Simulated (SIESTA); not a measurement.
**YN in SIESTA: the effect of basis**

The system is YN.

```xyz
2
Lattice="0.0000 2.4385 2.4385 2.4385 0.0000 2.4385 2.4385 2.4385 0.0000" Properties=species:S:1:pos:R:3 pbc="T T T"
Y     0.0000    0.0000    0.0000
N     2.4385    2.4385    2.4385
```

Alike in all runs:

| Property | Result |
| --- | --- |
| Program | SIESTA 5.4.2 |
| Task | single point |
| Functional | PBE |
| Potentials or basis | PseudoDojo 0.4 standard (PBE files) |
| Grid cutoff | 800 Ry |
| Energy shift | 0.003 Ry |
| k mesh | 9 × 9 × 9 |
| Occupations | fermi-dirac, width 0.05 eV |
| Spin | no spin polarisation |

Question: One run gave: gap on the mesh none; pressure -0.6 GPa. Which basis did it use?
A. TZDP
B. DZ
C. DZDP
D. SZ
E. TZP

Answer: D.

```tsv
basis	gap on the mesh (eV)	pressure (GPa)
SZ	none	-0.6
SZP	none	5.0
DZ	0.15	4.5
DZP	0.12	4.6
DZDP	0.14	4.3
TZP	0.12	3.2
TZDP	0.14	3.4
```

Caveats: the basis of atomic orbitals isn't converged, which shifts pressures, moduli and gaps; an odd mesh through Γ misses points on the zone boundary, where band edges often lie (some runs); the basis has no polarisation orbitals (some runs).

A gap of «none» marks a metal or a gap under the smearing width.
